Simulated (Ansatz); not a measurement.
AlAs (F-43m): one-shot GW input and result

Theory: G0W0@PBE, plasmon-pole screening, hand-made PAW set (Ansatz).

The input was:

```yaml
crystal:
  lattice:
    - [0.0, 2.8305, 2.8305]
    - [2.8305, 0.0, 2.8305]
    - [2.8305, 2.8305, 0.0]
  atoms:
    - { symbol: Al, position: [0, 0, 0] }
    - { symbol: As, position: [0.25, 0.25, 0.25] }
kpoints:
  mp_grid: { grid: [6, 6, 6], shift: [0, 0, 0] }
hamiltonian:
  xc: pbe
  pseudopotentials: { kind: paw, source: ansatz }
scf:
  occupations: { method: fixed }
  convergence: { dr2_threshold: "1e-9 eV" }
  lower_state_search: "off"
output:
  forces: false
  stress: false
gw:
  n_empty_bands: 453
  ecut_chi: 180.0
  qp_bands: [v1, c1]
  qp_kpoints: [[0, 0, 0], [0, 0.5, 0.5], [0, 0, 0.5]]
  ecutfock_ratio: 2
```

The input is rewritten from the run's settings (development build, wave cutoff 900 eV).

Linearised quasiparticle energies, zero at the top filled Kohn-Sham level among these points. VB is the top filled band, CB the lowest empty one. The wave cutoff came out at 900 eV.

| k | band | ε_KS (eV) | Σx − Vxc (eV) | Σc (eV) | Z | ε_QP (eV) |
| --- | --- | --- | --- | --- | --- | --- |
| Γ | VB | 0.00 | -1.79 | 0.79 | 0.79 | -0.79 |
| Γ | CB | 2.05 | 4.21 | -4.00 | 0.80 | 2.22 |
| L | VB | -0.82 | -2.14 | 1.07 | 0.78 | -1.66 |
| L | CB | 2.14 | 4.00 | -3.91 | 0.80 | 2.21 |
| X | VB | -2.17 | -2.72 | 1.55 | 0.77 | -3.08 |
| X | CB | 1.44 | 3.61 | -3.74 | 0.80 | 1.34 |

The gap (from Γ to X) opens from 1.44 eV to 2.13 eV.

Electronic (ion-clamped) dielectric constant on this mesh, from the head of the inverse dielectric matrix: 10.2.

Spin-orbit coupling is left out. Band sums or response are cut, so the gap isn't at its basis limit. The gap is read among the points solved; the crystal's band edges can lie elsewhere. Meshes this coarse can overestimate the dielectric constant by a tenth and more.
